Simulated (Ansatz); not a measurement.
Consider the formal exchange of groups at the Al–Br bond: `[NH2][Al]([OH])[Br]` + `O=Cc1ccccc1` → `[NH2][Al]([OH])[CH]=O` + `Brc1ccccc1`.

Isolated molecules relaxed with PBE0-D4/def2-TZVP in Ansatz; ΔE leaves out vibrations. CBS: MP2 limit from def2 TZ/QZ plus the TZ coupled-cluster correction, frozen cores. Functionals use def2-TZVPP. For Br outer-core shells are correlated without core-valence functions, which leaves a few kJ/mol of doubt a bond. Scalar relativity is left out up to krypton. Each species was taken in one conformer, which may not be the lowest.

| level | ΔE (kcal/mol) |
| --- | --- |
| ωB97X-V | 57.4 |
| BHLYP | 60.5 |

(1) What does CCSD(T)/CBS give? (Estimate.)

Largest T1 diagnostic among the species: 0.014.

## Answers

(1) Computed: +57.5 kcal/mol. The listed levels differ from it by -0.1, 3.0 kcal/mol.

From PBE to PBE0 (25 % exact exchange), in def2-TZVPP and without D4, ΔE moves by +3.3 kcal/mol. In def2-TZVPP, CCSD(T) changes the Hartree–Fock value by −6.9 kcal/mol (the triples alone add −0.8 kcal/mol) and MP2 by −5.9 kcal/mol. At CCSD(T), def2-SVP lies +3.2 kcal/mol from the extrapolated value and def2-TZVPP −0.7 kcal/mol.

CCSD(T)/CBS has its own doubt, a few kJ/mol and more with outer-core shells, so smaller differences from it don't rank the levels.
